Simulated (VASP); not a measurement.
Write the native input for VASP 6.6.1 that does the following.

- Task: single point
- Functional: PBE
- Potentials or basis: VASP PAW PBE potentials, release 64 (As)
- Cutoff: 520 eV
- k mesh: 18 × 18 × 18
- Occupations: gaussian, width 0.15 eV
- Spin: no spin polarisation
- Dipole correction: no
- Further INCAR settings: ALGO = Normal; EDIFF = 1e-06; NBANDS = 8

The structure of As lies in POSCAR:

```
As
1.0
    2.5684976572      0.0000000000      0.0000000000
    0.0000000000      2.5684976572      0.0000000000
    0.0000000000      0.0000000000      2.7036817444
As
1
Direct
    0.5000000000      0.5000000000      0.5000000000
```

This isn't the form of As at room conditions, which is rhombohedral.

The cell isn't the ideal one: strain -0.0500 x Voigt [1, 1, 0, 0, 0, 0], atoms carried along.

These files were run (other wordings do the same):

INCAR

```
SYSTEM = As
PREC = Accurate
ENCUT = 520
EDIFF = 1E-6
ISMEAR = 0
SIGMA = 0.15
LREAL = .FALSE.
LASPH = .TRUE.
NELM = 100
ALGO = Normal
ISIF = 2
LWAVE = .FALSE.
LCHARG = .FALSE.
GGA = PE
NBANDS = 8
```

KPOINTS

```
regular mesh
0
G
  18 18 18
  0 0 0
```

Potentials or basis: VASP PAW PBE potentials, release 64 (As).

Launch:

```sh
$ cat potpaw_PBE.64/As/POTCAR > POTCAR
$ mpirun -np 1 vasp_std > vasp.out
```

Results of the run:

```yaml
Pressure: 14.8 GPa
Band_gap_on_the_k_mesh: none (metal or under the smearing width)
```

Wall time 21 s on 1 thread of Intel(R) Xeon(R) Platinum 8559C (Emerald Rapids), on a shared host, peak memory 0.18 GiB.
